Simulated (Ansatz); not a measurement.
# La2O3: the cell at several levels of theory, part 2 of 3

Ansatz 0.2.0, plane waves.

## (3) r2SCAN: cell and atoms

The cell of step 2 is the starting point.

input.yaml reads:

```yaml
crystal:
  lattice:
    - [3.9404478386, 0.0, 0.0]
    - [-1.9702239193, 3.4125279305, 0.0]
    - [0.0, 0.0, 6.1873564148]
  atoms:
    - { symbol: La, position: [0.6666666667, 0.3333333333, 0.7526274787] }
    - { symbol: La, position: [0.3333333333, 0.6666666667, 0.2473725213] }
    - { symbol: O, position: [0.6666666667, 0.3333333333, 0.3546952471] }
    - { symbol: O, position: [0.3333333333, 0.6666666667, 0.6453047529] }
    - { symbol: O, position: [0.0, 0.0, 0.0] }
kpoints:
  mp_grid: { grid: [6, 6, 4] }
hamiltonian:
  xc: r2scan
scf:
  occupations: { method: fermi_dirac, width: 0.02 }
relax:
  f_tol: 0.005
  cell: {}
```

On the command line:

```
$ ansatz run input.yaml --threads 4 --pin off --max-ram 6451MiB --backend cpu --events-out ev --progress --plain --runs-dir out
```

The log of the run:

```text
Warning: RAYON_NUM_THREADS=4 ignored (pool sized by the plan → 4); use --threads N
Engine: ansatz 0.2.0, aarch64-unknown-linux-gnu
Pseudopotentials: kind: paw
Pseudopotential: La, paw, valence charge 11, recommended cutoff 500 eV (meta_gga), La.paw.azcp
Pseudopotential: O, paw, valence charge 6, recommended cutoff 500 eV (meta_gga), O.paw.azcp
Functional definition: r2SCAN
  parameter k0 = 0.174
  parameter k1 = 0.065
  parameter a1 = 4.9479
  exchange = r2scan_x(k0 = k0, k1 = k1, a1 = a1)
  correlation = r2scan_c
Crystal: 5 atoms, lattice volume = 83.201 Å³
Basis set: ecut = 500 eV, 2117 PW (Γ), exchange–correlation on 120×120×192 points (64 copies of the dense FFT grid, shifted against one another)
Bands: 25, of which v1, the nominal top of the filled ones, is band 20 counted from 1 (19 counted from 0)
Symmetry: 12 space group operations
Space group: P-3m1 (ITA 164), of the structure as read, at distance tolerance 4.4e-5 Å
k-points: 24 of 144
Non-local potential: La, projectors of the file, l = 0: 3, l = 1: 2, l = 2: 2, l = 3: 3
Non-local potential: O, projectors of the file, l = 0: 2, l = 1: 2, l = 2: 1
PAW form: soft (Blöchl's): semilocal exchange-correlation on the pseudo side does not see the compensation charge
PAW frozen core: La, regenerated for the run's functional (the file was generated under x = pbe(κ = 0.804, μ = 0.2195149727645171), c = pbe(β = 0.06672455060314922))
PAW frozen core: O, regenerated for the run's functional (the file was generated under x = pbe(κ = 0.804, μ = 0.2195149727645171), c = pbe(β = 0.06672455060314922))
PAW one-centre angular grid: La, 974 points (default); XC on 160 Gauss nodes
PAW one-centre angular grid: O, 302 points (default); XC on 160 Gauss nodes
Initial density: superposition of atomic densities (neutral atoms: chi_scale 0, normalization atom), corrected by the library's trained network
Initial wavefunctions: pseudopotential atomic-orbital guess
Functional: x = r2scan, c = r2scan; τ floored in thin density (d = 2e-4 eV/Å³)
SCF iter   1: F=—  HF=-14245.589575 eV  |F-HF|=—  |Δ(HF+E_count)|=         —  Δρ=1.42e-2  dr2=2.35e-1  dr2_τ=1.93e-1  ethr=1.77e-3  ⟨swp⟩=7.0  Hψ=3075  notcnv=0
preconditioner: auto → Resta (q_TF=auto, 2.415 Å⁻¹)  ε∞=4.2  [insulator: Δε(μ)=4.551 eV  Ē_g=13.700 eV  σ=0.020 eV  W_gap=1.00  n_scr=22 (ndim 8)  ℏωp=24.4 eV  f_vac=0.022  D(μ)=0.00/eV (n_scr^D=0)  ε∞_Penn≈4.2]
SCF iter   2: F=—  HF=-14245.715128 eV  |F-HF|=—  |Δ(HF+E_count)|=   1.26e-1  Δρ=6.82e-3  dr2=1.78e-2  dr2_τ=8.37e-3  ethr=5.87e-4  ⟨swp⟩=4.5  Hψ=1428  notcnv=0  defer=24
SCF iter   3: F=—  HF=-14245.712336 eV  |F-HF|=—  |Δ(HF+E_count)|=   2.79e-3  Δρ=2.67e-3  dr2=4.80e-3  dr2_τ=3.71e-4  ethr=4.45e-5  ⟨swp⟩=4.3  Hψ=1288  notcnv=0
automatic band count: iteration 3 solves 24 bands in place of 25: the levels show a gap, and the empty bands left out lie too high to hold charge; the band table lists the bands solved (type scf.n_extra_bands for more)
SCF iter   4: F=—  HF=-14245.711688 eV  |F-HF|=—  |Δ(HF+E_count)|=   6.48e-4  Δρ=9.30e-4  dr2=4.57e-4  dr2_τ=8.77e-5  ethr=1.20e-5  ⟨swp⟩=4.4  Hψ=1201  notcnv=0
SCF iter   5: F=—  HF=-14245.711681 eV  |F-HF|=—  |Δ(HF+E_count)|=   7.22e-6  Δρ=3.33e-4  dr2=7.05e-5  dr2_τ=1.27e-5  ethr=1.14e-6  ⟨swp⟩=2.2  Hψ=1115  notcnv=0
SCF iter   6: F=—  HF=-14245.711686 eV  |F-HF|=—  |Δ(HF+E_count)|=   5.71e-6  Δρ=8.30e-5  dr2=5.58e-6  dr2_τ=4.24e-7  ethr=1.76e-7  ⟨swp⟩=2.0  Hψ=1073  notcnv=0
SCF iter   7: F=—  HF=-14245.711688 eV  |F-HF|=—  |Δ(HF+E_count)|=   1.60e-6  Δρ=3.87e-5  dr2=1.40e-6  dr2_τ=9.26e-8  ethr=1.39e-8  ⟨swp⟩=2.0  Hψ=1008  notcnv=0
SCF iter   8: F=—  HF=-14245.711688 eV  |F-HF|=—  |Δ(HF+E_count)|=   1.81e-7  Δρ=1.49e-5  dr2=2.00e-7  dr2_τ=4.62e-9  ethr=3.49e-9  ⟨swp⟩=2.0  Hψ=790  notcnv=0
SCF iter   9: F=-14245.711688 eV  HF=-14245.711688 eV  |F-HF|=6.49e-9  |Δ(HF+E_count)|=   3.18e-8  Δρ=3.18e-6  dr2=8.67e-9  dr2_τ=2.14e-10  ethr=2.50e-10  ⟨swp⟩=4.1  Hψ=2067  notcnv=0
SCF 1 converged in 9 iterations: F = -14245.711688 eV  dr2 = 8.67e-9
relax step   1: F+E_penalty+E_count = -14245.71168761 eV  Δ(F+E_penalty+E_count) = +0.000e0 eV  max|allowed force component| = 2.666e-2 eV/Å  Δτ_max = 0.0000 Å  P = -1.306 GPa  Ω = 83.201 Å³  (9 SCF iters, dr2 threshold 1.00e-7 eV, accepted)
Crystal: 5 atoms, lattice volume = 80.150 Å³
Basis set: ecut = 500 eV, 1973 PW (Γ), exchange–correlation on 120×120×192 points (64 copies of the dense FFT grid, shifted against one another)
Initial density: handed on by an earlier stage of this run
Initial wavefunctions: those handed on with the density
iter 1 solved again at ethr=8.86e-5 eV; its pass at ethr=3.10e-3 eV (dr2=3.55e-2 eV) is discarded
SCF iter   1: F=—  HF=-14245.642913 eV  |F-HF|=—  |Δ(HF+E_count)|=         —  Δρ=4.99e-3  dr2=3.63e-2  dr2_τ=4.72e-2  ethr=8.86e-5  ⟨swp⟩=2.0  Hψ=4655  notcnv=0
automatic band count: iteration 1 solves 24 bands in place of 25: the levels show a gap, and the empty bands left out lie too high to hold charge; the band table lists the bands solved (type scf.n_extra_bands for more)
preconditioner: auto → Resta (q_TF=auto, 2.430 Å⁻¹)  ε∞=4.5  [insulator: Δε(μ)=4.259 eV  Ē_g=13.303 eV  σ=0.020 eV  W_gap=1.00  n_scr=22 (ndim 8)  ℏωp=24.9 eV  f_vac=0.020  D(μ)=0.00/eV (n_scr^D=0)  ε∞_Penn≈4.5]
SCF iter   2: F=—  HF=-14245.691509 eV  |F-HF|=—  |Δ(HF+E_count)|=   4.86e-2  Δρ=2.51e-3  dr2=6.95e-3  dr2_τ=5.61e-4  ethr=8.86e-5  ⟨swp⟩=3.1  Hψ=1143  notcnv=0
SCF iter   3: F=—  HF=-14245.690225 eV  |F-HF|=—  |Δ(HF+E_count)|=   1.28e-3  Δρ=1.22e-3  dr2=1.71e-3  dr2_τ=2.25e-4  ethr=1.74e-5  ⟨swp⟩=3.3  Hψ=1154  notcnv=0
SCF iter   4: F=—  HF=-14245.689991 eV  |F-HF|=—  |Δ(HF+E_count)|=   2.34e-4  Δρ=2.99e-4  dr2=9.18e-5  dr2_τ=3.51e-6  ethr=4.27e-6  ⟨swp⟩=2.3  Hψ=941  notcnv=0
SCF iter   5: F=—  HF=-14245.689995 eV  |F-HF|=—  |Δ(HF+E_count)|=   4.41e-6  Δρ=8.90e-5  dr2=7.26e-6  dr2_τ=6.72e-7  ethr=2.30e-7  ⟨swp⟩=2.2  Hψ=1036  notcnv=0
SCF iter   6: F=—  HF=-14245.689997 eV  |F-HF|=—  |Δ(HF+E_count)|=   1.39e-6  Δρ=3.47e-5  dr2=9.59e-7  dr2_τ=5.40e-8  ethr=1.82e-8  ⟨swp⟩=2.7  Hψ=1058  notcnv=0
SCF iter   7: F=—  HF=-14245.689997 eV  |F-HF|=—  |Δ(HF+E_count)|=   3.69e-7  Δρ=3.02e-5  dr2=6.77e-7  dr2_τ=7.32e-8  ethr=1.25e-9  ⟨swp⟩=4.9  Hψ=2185  notcnv=0
SCF iter   8: F=-14245.689997 eV  HF=-14245.689997 eV  |F-HF|=3.26e-9  |Δ(HF+E_count)|=   1.21e-7  Δρ=3.10e-6  dr2=6.28e-9  dr2_τ=1.24e-9  ethr=1.25e-9  ⟨swp⟩=4.7  Hψ=2140  notcnv=0
SCF 2 converged in 8 iterations: F = -14245.689997 eV  dr2 = 6.28e-9
relax step   2: F+E_penalty+E_count = -14245.68999714 eV  Δ(F+E_penalty+E_count) = +2.169e-2 eV  max|allowed force component| = 4.495e-1 eV/Å  Δτ_max = 0.0389 Å  P = +2.522 GPa  Ω = 80.150 Å³  energy of the carried Pulay correction = +1.229e-3 eV  (8 SCF iters, dr2 threshold 5.00e-7 eV, rejected (line search))
Crystal: 5 atoms, lattice volume = 82.262 Å³
Basis set: ecut = 500 eV, 2069 PW (Γ), exchange–correlation on 120×120×192 points (64 copies of the dense FFT grid, shifted against one another)
iter 1 solved again at ethr=6.23e-5 eV; its pass at ethr=3.10e-3 eV (dr2=2.49e-2 eV) is discarded
SCF iter   1: F=—  HF=-14245.683615 eV  |F-HF|=—  |Δ(HF+E_count)|=         —  Δρ=3.98e-3  dr2=2.47e-2  dr2_τ=2.19e-2  ethr=6.23e-5  ⟨swp⟩=2.1  Hψ=4657  notcnv=0
automatic band count: iteration 1 solves 24 bands in place of 25: the levels show a gap, and the empty bands left out lie too high to hold charge; the band table lists the bands solved (type scf.n_extra_bands for more)
preconditioner: auto → Resta (q_TF=auto, 2.419 Å⁻¹)  ε∞=4.4  [insulator: Δε(μ)=4.143 eV  Ē_g=13.249 eV  σ=0.020 eV  W_gap=1.00  n_scr=22 (ndim 8)  ℏωp=24.6 eV  f_vac=0.023  D(μ)=0.00/eV (n_scr^D=0)  ε∞_Penn≈4.4]
SCF iter   2: F=—  HF=-14245.717532 eV  |F-HF|=—  |Δ(HF+E_count)|=   3.39e-2  Δρ=1.87e-3  dr2=3.83e-3  dr2_τ=3.96e-4  ethr=6.17e-5  ⟨swp⟩=3.2  Hψ=1115  notcnv=0
SCF iter   3: F=—  HF=-14245.716852 eV  |F-HF|=—  |Δ(HF+E_count)|=   6.80e-4  Δρ=8.87e-4  dr2=1.07e-3  dr2_τ=1.22e-4  ethr=9.57e-6  ⟨swp⟩=3.0  Hψ=1104  notcnv=0
SCF iter   4: F=—  HF=-14245.716708 eV  |F-HF|=—  |Δ(HF+E_count)|=   1.44e-4  Δρ=2.36e-4  dr2=6.60e-5  dr2_τ=1.94e-6  ethr=2.66e-6  ⟨swp⟩=2.4  Hψ=959  notcnv=0
SCF iter   5: F=—  HF=-14245.716704 eV  |F-HF|=—  |Δ(HF+E_count)|=   3.53e-6  Δρ=7.87e-5  dr2=4.33e-6  dr2_τ=2.51e-7  ethr=1.65e-7  ⟨swp⟩=2.1  Hψ=1030  notcnv=0
SCF iter   6: F=—  HF=-14245.716703 eV  |F-HF|=—  |Δ(HF+E_count)|=   9.66e-7  Δρ=3.76e-5  dr2=1.06e-6  dr2_τ=1.07e-7  ethr=1.08e-8  ⟨swp⟩=2.0  Hψ=951  notcnv=0
SCF iter   7: F=—  HF=-14245.716703 eV  |F-HF|=—  |Δ(HF+E_count)|=   3.04e-7  Δρ=2.91e-5  dr2=6.27e-7  dr2_τ=6.84e-8  ethr=2.66e-9  ⟨swp⟩=2.0  Hψ=974  notcnv=0
SCF iter   8: F=—  HF=-14245.716703 eV  |F-HF|=—  |Δ(HF+E_count)|=   8.04e-8  Δρ=8.99e-6  dr2=6.34e-8  dr2_τ=1.80e-9  ethr=1.57e-9  ⟨swp⟩=2.0  Hψ=830  notcnv=0
SCF iter   9: F=—  HF=-14245.716703 eV  |F-HF|=—  |Δ(HF+E_count)|=   7.67e-9  Δρ=1.97e-6  dr2=2.94e-9  dr2_τ=8.99e-11  ethr=1.58e-10  ⟨swp⟩=2.0  Hψ=938  notcnv=0
SCF iter  10: F=-14245.716703 eV  HF=-14245.716703 eV  |F-HF|=3.82e-11  |Δ(HF+E_count)|=  3.98e-10  Δρ=2.37e-7  dr2=4.21e-11  dr2_τ=1.50e-12  ethr=1.00e-12  ⟨swp⟩=4.0  Hψ=2943  notcnv=0
SCF 3 converged in 10 iterations: F = -14245.716703 eV  dr2 = 4.21e-11
relax step   3: F+E_penalty+E_count = -14245.71670304 eV  Δ(F+E_penalty+E_count) = -5.015e-3 eV  max|allowed force component| = 4.110e-2 eV/Å  Δτ_max = 0.0091 Å  P = -0.157 GPa  Ω = 82.262 Å³  energy of the carried Pulay correction = +3.733e-4 eV  (10 SCF iters, accepted)
Crystal: 5 atoms, lattice volume = 82.178 Å³
iter 1 solved again at ethr=2.52e-8 eV; its pass at ethr=3.10e-3 eV (dr2=1.01e-5 eV) is discarded
SCF iter   1: F=—  HF=-14245.716815 eV  |F-HF|=—  |Δ(HF+E_count)|=         —  Δρ=1.16e-4  dr2=8.84e-6  dr2_τ=6.05e-5  ethr=2.52e-8  ⟨swp⟩=3.1  Hψ=4545  notcnv=0
automatic band count: iteration 1 solves 24 bands in place of 25: the levels show a gap, and the empty bands left out lie too high to hold charge; the band table lists the bands solved (type scf.n_extra_bands for more)
preconditioner: auto → Resta (q_TF=auto, 2.420 Å⁻¹)  ε∞=4.4  [insulator: Δε(μ)=4.234 eV  Ē_g=13.260 eV  σ=0.020 eV  W_gap=1.00  n_scr=22 (ndim 8)  ℏωp=24.6 eV  f_vac=0.022  D(μ)=0.00/eV (n_scr^D=0)  ε∞_Penn≈4.4]
SCF iter   2: F=—  HF=-14245.716853 eV  |F-HF|=—  |Δ(HF+E_count)|=   3.78e-5  Δρ=5.49e-5  dr2=2.10e-6  dr2_τ=9.90e-8  ethr=2.21e-8  ⟨swp⟩=2.0  Hψ=1056  notcnv=0
SCF iter   3: F=—  HF=-14245.716853 eV  |F-HF|=—  |Δ(HF+E_count)|=   2.05e-8  Δρ=2.91e-5  dr2=6.00e-7  dr2_τ=7.47e-8  ethr=5.24e-9  ⟨swp⟩=2.0  Hψ=976  notcnv=0
SCF iter   4: F=-14245.716853 eV  HF=-14245.716853 eV  |F-HF|=8.19e-9  |Δ(HF+E_count)|=   3.64e-8  Δρ=9.97e-6  dr2=9.66e-8  dr2_τ=7.82e-9  ethr=5.60e-10  ⟨swp⟩=4.9  Hψ=2158  notcnv=0
SCF 4 converged in 4 iterations: F = -14245.716853 eV  dr2 = 9.66e-8
relax step   4: F+E_penalty+E_count = -14245.71685318 eV  Δ(F+E_penalty+E_count) = -1.501e-4 eV  max|allowed force component| = 1.857e-2 eV/Å  Δτ_max = 0.0007 Å  P = -0.019 GPa  Ω = 82.178 Å³  energy of the carried Pulay correction = +4.070e-4 eV  (4 SCF iters, dr2 threshold 2.24e-7 eV, accepted)
Crystal: 5 atoms, lattice volume = 82.169 Å³
iter 1 solved again at ethr=6.34e-8 eV; its pass at ethr=3.10e-3 eV (dr2=2.53e-5 eV) is discarded
SCF iter   1: F=—  HF=-14245.716886 eV  |F-HF|=—  |Δ(HF+E_count)|=         —  Δρ=1.83e-4  dr2=2.76e-5  dr2_τ=2.20e-4  ethr=6.34e-8  ⟨swp⟩=3.0  Hψ=4538  notcnv=0
automatic band count: iteration 1 solves 24 bands in place of 25: the levels show a gap, and the empty bands left out lie too high to hold charge; the band table lists the bands solved (type scf.n_extra_bands for more)
preconditioner: auto → Resta (q_TF=auto, 2.420 Å⁻¹)  ε∞=4.4  [insulator: Δε(μ)=4.228 eV  Ē_g=13.259 eV  σ=0.020 eV  W_gap=1.00  n_scr=22 (ndim 8)  ℏωp=24.6 eV  f_vac=0.022  D(μ)=0.00/eV (n_scr^D=0)  ε∞_Penn≈4.4]
SCF iter   2: F=—  HF=-14245.716937 eV  |F-HF|=—  |Δ(HF+E_count)|=   5.08e-5  Δρ=1.02e-4  dr2=8.36e-6  dr2_τ=4.07e-7  ethr=6.34e-8  ⟨swp⟩=2.0  Hψ=1052  notcnv=0
SCF iter   3: F=—  HF=-14245.716935 eV  |F-HF|=—  |Δ(HF+E_count)|=   1.16e-6  Δρ=3.49e-5  dr2=5.03e-7  dr2_τ=8.10e-8  ethr=2.09e-8  ⟨swp⟩=2.0  Hψ=992  notcnv=0
SCF iter   4: F=—  HF=-14245.716936 eV  |F-HF|=—  |Δ(HF+E_count)|=   2.43e-7  Δρ=1.84e-5  dr2=1.15e-7  dr2_τ=1.13e-8  ethr=1.26e-9  ⟨swp⟩=2.1  Hψ=987  notcnv=0
SCF iter   5: F=—  HF=-14245.716936 eV  |F-HF|=—  |Δ(HF+E_count)|=   9.04e-8  Δρ=1.04e-5  dr2=5.75e-8  dr2_τ=6.01e-9  ethr=1.11e-10  ⟨swp⟩=5.0  Hψ=2153  notcnv=0
SCF iter   6: F=-14245.716936 eV  HF=-14245.716936 eV  |F-HF|=1.04e-10  |Δ(HF+E_count)|=   1.58e-8  Δρ=1.04e-6  dr2=7.09e-10  dr2_τ=6.77e-11  ethr=1.11e-10  ⟨swp⟩=4.9  Hψ=2075  notcnv=0
SCF 5 converged in 6 iterations: F = -14245.716936 eV  dr2 = 7.09e-10
relax step   5: F+E_penalty+E_count = -14245.71693572 eV  Δ(F+E_penalty+E_count) = -8.254e-5 eV  max|allowed force component| = 8.957e-3 eV/Å  Δτ_max = 0.0014 Å  P = -0.030 GPa  Ω = 82.169 Å³  energy of the carried Pulay correction = +4.107e-4 eV  (6 SCF iters, dr2 threshold 4.45e-8 eV, accepted)
Crystal: 5 atoms, lattice volume = 82.155 Å³
iter 1 solved again at ethr=1.95e-8 eV; its pass at ethr=3.10e-3 eV (dr2=7.79e-6 eV) is discarded
SCF iter   1: F=—  HF=-14245.716937 eV  |F-HF|=—  |Δ(HF+E_count)|=         —  Δρ=8.34e-5  dr2=7.65e-6  dr2_τ=1.07e-5  ethr=1.95e-8  ⟨swp⟩=3.5  Hψ=4461  notcnv=0
automatic band count: iteration 1 solves 24 bands in place of 25: the levels show a gap, and the empty bands left out lie too high to hold charge; the band table lists the bands solved (type scf.n_extra_bands for more)
preconditioner: auto → Resta (q_TF=auto, 2.420 Å⁻¹)  ε∞=4.4  [insulator: Δε(μ)=4.225 eV  Ē_g=13.261 eV  σ=0.020 eV  W_gap=1.00  n_scr=22 (ndim 8)  ℏωp=24.6 eV  f_vac=0.022  D(μ)=0.00/eV (n_scr^D=0)  ε∞_Penn≈4.4]
SCF iter   2: F=—  HF=-14245.716947 eV  |F-HF|=—  |Δ(HF+E_count)|=   9.69e-6  Δρ=3.51e-5  dr2=1.05e-6  dr2_τ=1.53e-7  ethr=1.91e-8  ⟨swp⟩=2.0  Hψ=922  notcnv=0
SCF iter   3: F=—  HF=-14245.716945 eV  |F-HF|=—  |Δ(HF+E_count)|=   1.98e-6  Δρ=1.68e-5  dr2=2.92e-7  dr2_τ=3.08e-8  ethr=2.64e-9  ⟨swp⟩=2.0  Hψ=957  notcnv=0
SCF iter   4: F=—  HF=-14245.716945 eV  |F-HF|=—  |Δ(HF+E_count)|=   1.63e-8  Δρ=4.60e-6  dr2=1.66e-8  dr2_τ=2.23e-9  ethr=7.30e-10  ⟨swp⟩=2.2  Hψ=898  notcnv=0
SCF iter   5: F=-14245.716945 eV  HF=-14245.716945 eV  |F-HF|=2.89e-10  |Δ(HF+E_count)|=   2.88e-9  Δρ=2.05e-6  dr2=2.50e-9  dr2_τ=2.98e-10  ethr=1.25e-11  ⟨swp⟩=4.7  Hψ=2135  notcnv=0
SCF 6 converged in 5 iterations: F = -14245.716945 eV  dr2 = 2.50e-9
relax step   6: F+E_penalty+E_count = -14245.71694516 eV  Δ(F+E_penalty+E_count) = -9.435e-6 eV  max|allowed force component| = 3.438e-3 eV/Å  Δτ_max = 0.0006 Å  P = +0.015 GPa  Ω = 82.155 Å³  energy of the carried Pulay correction = +4.160e-4 eV  (5 SCF iters, dr2 threshold 5.01e-9 eV, accepted)
Basis set: ecut = 500 eV, 2069 PW (Γ), exchange–correlation on 120×120×180 points (64 copies of the dense FFT grid, shifted against one another)
Initial wavefunctions: pseudopotential atomic-orbital guess (no wavefunctions were taken with the density)
iter 1 solved again at ethr=1.95e-8 eV; its pass at ethr=3.10e-3 eV (dr2=7.81e-6 eV) is discarded
SCF iter   1: F=—  HF=-14245.716522 eV  |F-HF|=—  |Δ(HF+E_count)|=         —  Δρ=3.61e-5  dr2=1.04e-7  dr2_τ=4.39e-7  ethr=1.95e-8  ⟨swp⟩=4.4  Hψ=5023  notcnv=0
preconditioner: auto → Resta (q_TF=auto, 2.420 Å⁻¹)  ε∞=4.4  [insulator: Δε(μ)=4.226 eV  Ē_g=13.380 eV  σ=0.020 eV  W_gap=1.00  n_scr=22 (ndim 8)  ℏωp=24.6 eV  f_vac=0.022  D(μ)=0.00/eV (n_scr^D=0)  ε∞_Penn≈4.4]
SCF iter   2: F=—  HF=-14245.716524 eV  |F-HF|=—  |Δ(HF+E_count)|=   1.88e-6  Δρ=1.89e-5  dr2=3.08e-8  dr2_τ=3.89e-8  ethr=2.61e-10  ⟨swp⟩=2.1  Hψ=1068  notcnv=0
SCF iter   3: F=—  HF=-14245.716524 eV  |F-HF|=—  |Δ(HF+E_count)|=   8.60e-8  Δρ=3.70e-6  dr2=8.99e-9  dr2_τ=1.41e-9  ethr=7.70e-11  ⟨swp⟩=2.0  Hψ=1039  notcnv=0
SCF iter   4: F=—  HF=-14245.716524 eV  |F-HF|=—  |Δ(HF+E_count)|=   1.70e-9  Δρ=6.63e-7  dr2=2.55e-10  dr2_τ=3.31e-11  ethr=2.25e-11  ⟨swp⟩=2.0  Hψ=840  notcnv=0
SCF iter   5: F=-14245.716524 eV  HF=-14245.716524 eV  |F-HF|=9.09e-12  |Δ(HF+E_count)|=  1.35e-10  Δρ=2.07e-7  dr2=2.36e-11  dr2_τ=3.64e-12  ethr=1.00e-12  ⟨swp⟩=5.0  Hψ=2358  notcnv=0
SCF 7 converged in 5 iterations: F = -14245.716524 eV  dr2 = 2.36e-11
relax step   7: F+E_penalty+E_count = -14245.71652418 eV  Δ(F+E_penalty+E_count) = +4.210e-4 eV  max|allowed force component| = 3.461e-3 eV/Å  Δτ_max = 0.0000 Å  P = +0.019 GPa  Ω = 82.155 Å³  stress off target by 2.10e-2 GPa  SCF on the basis re-selected at this cell (its energy is not comparable with the rows above)  (5 SCF iters)
basis re-selected at this cell: Δ(F+E_penalty+E_count) = +4.210e-4 eV, ΔP = +0.004 GPa vs the last step (what re-selecting the basis moved, of the pressure what is left beyond the Pulay correction that the steps carried, after the strain that the cell walked since its last selection, with what the two solves' SCF thresholds leave and, on support functions, any second-order correction that the steps lacked; it is no measure of the basis error at this ecutwfc). The dense FFT grid was sized anew with the basis: this SCF ran on 30×30×45 points, the steps before it on 30×30×48, so part of this shift can come from that change (see relax.cell in the input reference). This SCF's stress stands 2.10e-2 GPa from its target on what of the cell is left free (relax.cell.stress_tol is 5.00e-2 GPa) and its largest allowed force component is 3.46e-3 eV/Å (relax.f_tol is 5.00e-3 eV/Å): within both
SCF converged after 5 iterations
Free energy (F): -14245.716524 eV
Harris-Foulkes:  -14245.716524 eV  (|F-HF|=9.09e-12)
Internal energy: -14245.716524 eV  (E = F + TS)
E sigma→0 (E₀):  -14245.716524 eV
Fermi energy:    11.515485 eV
--- Per-component energies (eV) ---
  E_band       = -34.254367
  E_kinetic    = 915.440660
  E_local      = -1538.480424  (includes V_loc(G=0)·N_el)
  E_nonlocal   = 331.550047
  E_hartree    = 550.452576
  E_xc         = -488.457113
  E_vxc        = -643.613692  (∫ρ·V_xc dr)
  E_paw        = -11355.769705  (= ΣΔE_a)
  E_vpaw       = -237.206854  (= ΣTr[D̂ρ^β])
  E_aug_tail   = 0.002978  (compensation charges beyond the density's cutoff)
  E_vtau       = 37.147710  (kinetic-family band-sum trace: ∫τ·v_τ [+ j·A + Jᵃ·Aᵃ] dr)
  E_ewald      = -2660.496744
  E_core_change = 0.041202  (= ΣΔE_core)
  E_smearing   = -0.000000  (= −TS)
  E_closure    = -0.000000  (closes the sum)
  Σ components = -14245.716524   (vs F -14245.716524, Δ=0.00e0)
--- Forces (eV/Å), atoms counted from 1 ---
  atom   1  La    -0.00000000     0.00000000     0.00346096
  atom   2  La     0.00000000     0.00000000    -0.00346096
  atom   3  O     -0.00000000    -0.00000000     0.00073025
  atom   4  O      0.00000000     0.00000000    -0.00073025
  atom   5  O      0.00000000    -0.00000000     0.00000000
  max |Σ_I F_I| component: 1.73e-17 eV/Å
--- Stress (GPa, compression-positive) ---
        0.020977      -0.000000       0.000000
        0.000000       0.020977      -0.000000
        0.000000      -0.000000       0.014361
  P = ⅓ Tr σ = 0.0188 GPa (0.188 kbar)
--- Relaxed structure (6 steps of the walk, 5 accepted, 1 SCFs on fresh bases) ---
  F+E_penalty+E_count = -14245.71652418 eV   max|allowed force component| = 3.461e-3 eV/Å   (the final SCF, on the basis selected at the relaxed cell)
  cell:  # Å, volume = 82.1553 Å³
    - [3.93510154023329, 4.635669767245618e-34, -3.2771385034605326e-18]
    - [-1.967550770116645, 3.4078979003133014, 1.638569251730269e-18]
    - [-5.1458171182957596e-18, 2.5249049959891667e-33, 6.126227160799293]
  atoms:
    - { symbol: La, position: [0.6666666666666667, 0.33333333333333337, 0.7538431651630607] }
    - { symbol: La, position: [0.33333333333333337, 0.6666666666666667, 0.24615683483693962] }
    - { symbol: O, position: [0.6666666666666667, 0.33333333333333337, 0.3538862910611991] }
    - { symbol: O, position: [0.33333333333333337, 0.6666666666666667, 0.646113708938801] }
    - { symbol: O, position: [-7.604347289796e-35, -1.0346791694053004e-35, -5.957774434382364e-20] }
```

Run time: 16 s. Hardware: 4 threads of Arm Neoverse V1, shared host; peak memory 0.64 GiB.

The steps:

```csv
step,energy change (meV/atom),largest force (eV/Å),pressure (GPa),volume (Å³/atom)
1,0.0,0.0267,-1.31,16.640
2*,4.3,0.4495,2.52,16.030
3,-1.0,0.0411,-0.16,16.452
4,-1.0,0.0186,-0.02,16.436
5,-1.0,0.0090,-0.03,16.434
6,-1.1,0.0034,0.01,16.431
7,-1.0,0.0035,0.02,16.431
```

A star marks a trial step that the optimiser took back.

Step 7 solves the same cell on a plane-wave basis chosen anew, so the energy can jump there without a move.

The table lists every geometry solved, with passes on a fresh basis, whose energies don't compare exactly with the rows above.

|  | before | after | change |
| --- | --- | --- | --- |
| a (Å) | 3.940 | 3.935 | -0.14 % |
| c (Å) | 6.187 | 6.126 | -0.99 % |
| volume (Å³/atom) | 16.640 | 16.431 | -1.26 % |
| shortest distance (Å) | 2.370 | 2.366 | -0.17 % |
| space group | P-3m1 | P-3m1 | same |

(Continued in part 3 of 3.)
